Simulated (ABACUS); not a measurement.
**Pb under changes of volume**

One of the cells (29.314 Å³/atom); the others are scaled copies at fixed shape and fractional positions:

```
CELL_PARAMETERS angstrom
3.48000 0.00000 0.00000
-1.74000 3.01377 0.00000
0.00000 0.00000 5.59000
ATOMIC_POSITIONS crystal
Pb 0.66667 0.33333 0.75000
Pb 0.33333 0.66667 0.25000
```

This isn't the form of Pb at room conditions, which is fcc.

| Item | Value |
| --- | --- |
| Program | ABACUS 3.10.1 |
| Functional | PBE |
| Potentials or basis | PseudoDojo NC SR 0.4.1 PBE standard |
| Cutoff | 1361 eV |
| Density cutoff | 5442 eV |
| Basis | TZDP LCAO (the cutoffs set its grid) |
| k mesh | 9 × 9 × 5 |
| Occupations | fermi-dirac, width 0.05 eV |
| Spin | no spin polarisation |

```csv
volume (Å³/atom),energy over the lowest point (meV/atom),pressure (GPa)
27.555,101.55,8.5
28.141,73.35,7.0
28.727,50.45,5.7
29.314,?,?
29.900,17.97,3.4
30.486,7.44,2.5
31.073,0.00,1.6
```

Problem. What does the run at 29.314 Å³/atom give?

Solution. Energy over the lowest point 32.14 meV/atom; pressure 4.5 GPa.

Worked out: A Birch-Murnaghan fit of order 3 (a polynomial in V^(-2/3)) to the other rows has no minimum within the range. It gives 32.15 meV/atom at 29.314 Å³/atom, against the run's 32.14, and -dE/dV = 4.4 GPa, against 4.5.

Energies are extrapolated to zero smearing.

Caveats: the atomic orbitals were generated for these runs and aren't a published set; the basis of atomic orbitals isn't converged, which shifts pressures, moduli and gaps.
